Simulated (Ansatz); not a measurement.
# Sr (Fm-3m) in Ansatz: notebook

Runs on Sr. Level: PBE. Tasks: single point, equation of state.

Everything below comes from runs of Ansatz 0.2.0. Logs are shortened: lines on timing, memory, paths and dates and some standing lists are left out, and cuts for length are marked.

### Step 1. Starting point

It takes space group Fm-3m (No. 225, cubic). Conventional cell: a = 6.085 Å, b = 6.085 Å, c = 6.085 Å, α = 90.00°, β = 90.00°, γ = 90.00°. Sr (site symmetry m-3m) has 12 Sr at 4.30 Å as nearest neighbours.

### Step 2. Single point, PBE, 52.94 Å³/atom (volume scaled by 0.94)

input.yaml reads:

```yaml
crystal:
  lattice:
    - [0.0, 2.9802437979, 2.9802437979]
    - [2.9802437979, 0.0, 2.9802437979]
    - [2.9802437979, 2.9802437979, 0.0]
  atoms:
    - { symbol: Sr, position: [0.0, 0.0, 0.0] }
hamiltonian:
  xc: pbe
  pseudopotentials: { kind: nc, accuracy: standard }
kpoints:
  mp_grid: { grid: [8, 8, 8] }
scf:
  occupations: { method: fermi_dirac, width: 0.05 }
output:
  forces: true
  stress: true
  eigenvalues: true
```

Potentials or basis: PseudoDojo standard (PBE files).

The run is started by

```console
ansatz run input.yaml --threads 2 --pin off --max-ram 5632MiB --backend cpu --events-out ev --progress --plain --runs-dir out
```

The log of the run:

```text
Warning: RAYON_NUM_THREADS=2 ignored (pool sized by the plan → 2); use --threads N
Engine: ansatz 0.2.0, aarch64-unknown-linux-gnu
Pseudopotentials: kind: nc
Pseudopotential: Sr, nc, valence charge 10, recommended cutoff 925.187132 eV (normal), Sr.nc.azcp (PseudoDojo's, or run here from an input of PseudoDojo's; its table is named by hamiltonian.pseudopotentials.accuracy)
Functional definition: PBE
  parameter kappa = 0.804
  parameter beta = 0.06672455060314922
  exchange = pbe_x(kappa = kappa, mu = beta*pi^2/3)
  correlation = pbe_c(beta = beta)
Crystal: 1 atoms, lattice volume = 52.940 Å³
Basis set: ecut = 925.187132 eV, 3383 PW (Γ), exchange–correlation on 90×90×90 points (8 copies of the dense FFT grid, shifted against one another)
Bands: 9, of which v1, the nominal top of the filled ones, is band 5 counted from 1 (4 counted from 0)
Symmetry: 48 space group operations
Space group: Fm-3m (ITA 225), of the structure as read, at distance tolerance 3.8e-5 Å
k-points: 29 of 512
Non-local potential: Sr, projectors of the file, l = 0: 2, l = 1: 2, l = 2: 2
Initial density: superposition of atomic densities (chi_scale 0.1, normalization cell)
Initial wavefunctions: pseudopotential atomic-orbital guess
Functional: x = pbe(κ = 0.804, μ = 0.2195149727645171), c = pbe(β = 0.06672455060314922)
SCF iter   1: F=—  HF=-931.545386 eV  |F-HF|=—  |Δ(HF+E_count)|=         —  Δρ=5.12e-3  dr2=1.85e-2  ethr=3.10e-3  ⟨swp⟩=6.1  Hψ=2279  notcnv=0
preconditioner: auto → none  [insulator: Δε(μ)=0.157 eV  Ē_g=3.577 eV  σ=0.050 eV  W_gap=0.63  n_scr=8 (ndim 8)  ℏωp=7.2 eV  f_vac=0.000  D(μ)=0.76/eV (n_scr^D=0)  ε∞_Penn≈5.1]
SCF iter   2: F=—  HF=-931.549722 eV  |F-HF|=—  |Δ(HF+E_count)|=   4.34e-3  Δρ=2.63e-3  dr2=4.51e-3  ethr=1.85e-4  ⟨swp⟩=2.1  Hψ=605  notcnv=0
SCF iter   3: F=—  HF=-931.551209 eV  |F-HF|=—  |Δ(HF+E_count)|=   1.49e-3  Δρ=1.01e-4  dr2=4.70e-6  ethr=4.51e-5  ⟨swp⟩=2.7  Hψ=378  notcnv=0
SCF iter   4: F=—  HF=-931.551248 eV  |F-HF|=—  |Δ(HF+E_count)|=   3.89e-5  Δρ=2.78e-5  dr2=2.93e-7  ethr=1.00e-9  ⟨swp⟩=10.4  Hψ=2113  notcnv=0
SCF iter   5: F=-931.551249 eV  HF=-931.551249 eV  |F-HF|=9.64e-10  |Δ(HF+E_count)|=   3.10e-7  Δρ=2.43e-6  dr2=2.37e-9  ethr=1.00e-9  ⟨swp⟩=6.0  Hψ=1337  notcnv=0
SCF 1 converged in 5 iterations: F = -931.551249 eV  dr2 = 2.37e-9
SCF converged after 5 iterations
Free energy (F): -931.551249 eV
Harris-Foulkes:  -931.551249 eV  (|F-HF|=9.64e-10)
Internal energy: -931.544213 eV  (E = F + TS)
E sigma→0 (E₀):  -931.547731 eV
Entropy (-TS):   -0.007036 eV (-7.036 meV/atom)
Fermi energy:    5.384417 eV
--- Per-component energies (eV) ---
  E_band       = -132.514713
  E_kinetic    = 247.578842
  E_local      = -721.135970  (includes V_loc(G=0)·N_el)
  E_nonlocal   = 137.341437
  E_hartree    = 184.864469
  E_xc         = -226.375980
  E_vxc        = -166.029081  (∫ρ·V_xc dr)
  E_ewald      = -553.817011
  E_smearing   = -0.007036  (= −TS)
  E_closure    = -0.000000  (closes the sum)
  Σ components = -931.551249   (vs F -931.551249, Δ=0.00e0)
--- Forces (eV/Å), atoms counted from 1 ---
  atom   1  Sr     0.00000000     0.00000000     0.00000000
  max |Σ_I F_I| component: 6.57e-32 eV/Å
--- Stress (GPa, compression-positive) ---
        0.402618      -0.000000       0.000000
       -0.000000       0.402618      -0.000000
       -0.000000      -0.000000       0.402618
  P = ⅓ Tr σ = 0.4026 GPa (4.026 kbar)
--- Band table (eV; the first three rows and the last of 29) ---
  k-point 0: bands = ["-31.1275", "-13.0053", "-13.0053", "-13.0053", "1.6982", "7.7962", "7.7962", "7.7962", "9.3256"]
  k-point 1: bands = ["-31.1250", "-13.0391", "-13.0098", "-13.0098", "1.9564", "7.4158", "7.9065", "7.9065", "9.1833"]
  k-point 2: bands = ["-31.1192", "-13.1194", "-13.0206", "-13.0206", "2.6704", "6.6807", "7.9510", "7.9510", "9.2647"]
  k-point 28: bands = ["-31.1053", "-13.1520", "-13.1520", "-13.0891", "5.4454", "6.0551", "6.0551", "7.7387", "10.7392"]
```

Run time: 1 s. Hardware: 2 threads of Arm Neoverse V2, shared host; peak memory 0.33 GiB.

What came out:

```
Free energy            : -931.5512 eV
Pressure               : 0.4 GPa
Band gap on the k mesh : none (metal or under the smearing width)
```

### Step 3. Single point, PBE, 54.07 Å³/atom (volume scaled by 0.96)

input.yaml, as its differences from that of step 2:

```diff
@@ -2,5 +2,5 @@
   lattice:
-    - [0.0, 2.9802437979, 2.9802437979]
-    - [2.9802437979, 0.0, 2.9802437979]
-    - [2.9802437979, 2.9802437979, 0.0]
+    - [0.0, 3.0012321217, 3.0012321217]
+    - [3.0012321217, 0.0, 3.0012321217]
+    - [3.0012321217, 3.0012321217, 0.0]
   atoms:
```

Potentials or basis: PseudoDojo standard (PBE files).

The run is started by

```console
ansatz run input.yaml --threads 2 --pin off --max-ram 5632MiB --backend cpu --events-out ev --progress --plain --runs-dir out
```

Run time: 1.1 s. Hardware: 2 threads of Arm Neoverse V2, shared host; peak memory 0.34 GiB.

The run converged. Its results:

- Free energy: -931.5531 eV
- Pressure: 0.1 GPa
- Band gap on the k mesh: none (metal or under the smearing width)

### Step 4. Single point, PBE, 55.19 Å³/atom (volume scaled by 0.98)

input.yaml, as its differences from that of step 3:

```diff
@@ -2,5 +2,5 @@
   lattice:
-    - [0.0, 3.0012321217, 3.0012321217]
-    - [3.0012321217, 0.0, 3.0012321217]
-    - [3.0012321217, 3.0012321217, 0.0]
+    - [0.0, 3.0219309284, 3.0219309284]
+    - [3.0219309284, 0.0, 3.0219309284]
+    - [3.0219309284, 3.0219309284, 0.0]
   atoms:
@@ -18 +18,5 @@
   eigenvalues: true
+  write_density: true
+  write_potential: true
+  elf: true
+  volumetric_format: npy
```

The run is started by

```console
ansatz run input.yaml --threads 2 --pin off --max-ram 5632MiB --backend cpu --events-out ev --progress --plain --runs-dir out
```

Wall time 1.3 s (2 threads of Arm Neoverse V2, shared host); peak memory 0.34 GiB.

Results (log left out):

```yaml
Free_energy: -931.5532 eV
Pressure: -0.1 GPa
Band_gap_on_the_k_mesh: none (metal or under the smearing width)
```

### Step 5. Single point, PBE, 56.32 Å³/atom

input.yaml reads:

```yaml
crystal:
  lattice:
    - [0.0, 3.04235, 3.04235]
    - [3.04235, 0.0, 3.04235]
    - [3.04235, 3.04235, 0.0]
  atoms:
    - { symbol: Sr, position: [0.0, 0.0, 0.0] }
hamiltonian:
  xc: pbe
  pseudopotentials: { kind: nc, accuracy: standard }
kpoints:
  mp_grid: { grid: [8, 8, 8] }
scf:
  occupations: { method: fermi_dirac, width: 0.05 }
output:
  forces: true
  stress: true
  eigenvalues: true
```

The run is started by

```console
ansatz run input.yaml --threads 2 --pin off --max-ram 5632MiB --backend cpu --events-out ev --progress --plain --runs-dir out
```

Wall time 0.94 s (2 threads of Arm Neoverse V2, shared host); peak memory 0.34 GiB.

It converged, with:

```
Free energy            : -931.5517 eV
Pressure               : -0.3 GPa
Band gap on the k mesh : none (metal or under the smearing width)
```

### Step 6. Single point, PBE, 57.45 Å³/atom (volume scaled by 1.02)

input.yaml, as its differences from that of step 5:

```diff
@@ -2,5 +2,5 @@
   lattice:
-    - [0.0, 3.04235, 3.04235]
-    - [3.04235, 0.0, 3.04235]
-    - [3.04235, 3.04235, 0.0]
+    - [0.0, 3.0624986004, 3.0624986004]
+    - [3.0624986004, 0.0, 3.0624986004]
+    - [3.0624986004, 3.0624986004, 0.0]
   atoms:
```

Potentials or basis: PseudoDojo standard (PBE files).

The run is started by

```console
ansatz run input.yaml --threads 2 --pin off --max-ram 5632MiB --backend cpu --events-out ev --progress --plain --runs-dir out
```

Run time: 0.95 s. Hardware: 2 threads of Arm Neoverse V2, shared host; peak memory 0.34 GiB.

The run converged. Its results:

| Property | Result |
| --- | --- |
| Free energy | -931.5487 eV |
| Pressure | -0.5 GPa |
| Band gap on the k mesh | none (metal or under the smearing width) |

### Step 7. Single point, PBE, 58.57 Å³/atom (volume scaled by 1.04)

input.yaml, as its differences from that of step 6:

```diff
@@ -2,5 +2,5 @@
   lattice:
-    - [0.0, 3.0624986004, 3.0624986004]
-    - [3.0624986004, 0.0, 3.0624986004]
-    - [3.0624986004, 3.0624986004, 0.0]
+    - [0.0, 3.0823855122, 3.0823855122]
+    - [3.0823855122, 0.0, 3.0823855122]
+    - [3.0823855122, 3.0823855122, 0.0]
   atoms:
```

The run is started by

```console
ansatz run input.yaml --threads 2 --pin off --max-ram 5632MiB --backend cpu --events-out ev --progress --plain --runs-dir out
```

Wall time 0.96 s (2 threads of Arm Neoverse V2, shared host); peak memory 0.34 GiB.

Results (log left out):

* Free energy: -931.5443 eV
* Pressure: -0.7 GPa
* Band gap on the k mesh: none (metal or under the smearing width)

### Step 8. Single point, PBE, 59.70 Å³/atom (volume scaled by 1.06)

input.yaml, as its differences from that of step 7:

```diff
@@ -2,5 +2,5 @@
   lattice:
-    - [0.0, 3.0823855122, 3.0823855122]
-    - [3.0823855122, 0.0, 3.0823855122]
-    - [3.0823855122, 3.0823855122, 0.0]
+    - [0.0, 3.1020190703, 3.1020190703]
+    - [3.1020190703, 0.0, 3.1020190703]
+    - [3.1020190703, 3.1020190703, 0.0]
   atoms:
@@ -18 +18,5 @@
   eigenvalues: true
+  write_density: true
+  write_potential: true
+  elf: true
+  volumetric_format: npy
```

The run is started by

```console
ansatz run input.yaml --threads 2 --pin off --max-ram 5632MiB --backend cpu --events-out ev --progress --plain --runs-dir out
```

Run time: 1.4 s. Hardware: 2 threads of Arm Neoverse V2, shared host; peak memory 0.35 GiB.

Results (log left out):

* Free energy: -931.5387 eV
* Pressure: -0.9 GPa
* Band gap on the k mesh: none (metal or under the smearing width)

### Step 9. Equation of state, PBE

Potentials or basis: PseudoDojo standard.

This step only gathers the single runs of the series.

What came out:

| Property | Result |
| --- | --- |
| Equilibrium volume | 54.69 Å³/atom |
| Bulk modulus | 11.7 GPa |
| Pressure derivative of the bulk modulus | 3.4 |

Energy against volume, from the lowest point:
```
volume (Å³/atom)  energy (meV/atom)
          52.940               1.98
          54.067               0.10
          55.193               0.00
          56.319               1.53
          57.446               4.55
          58.572               8.92
          59.698              14.54
```
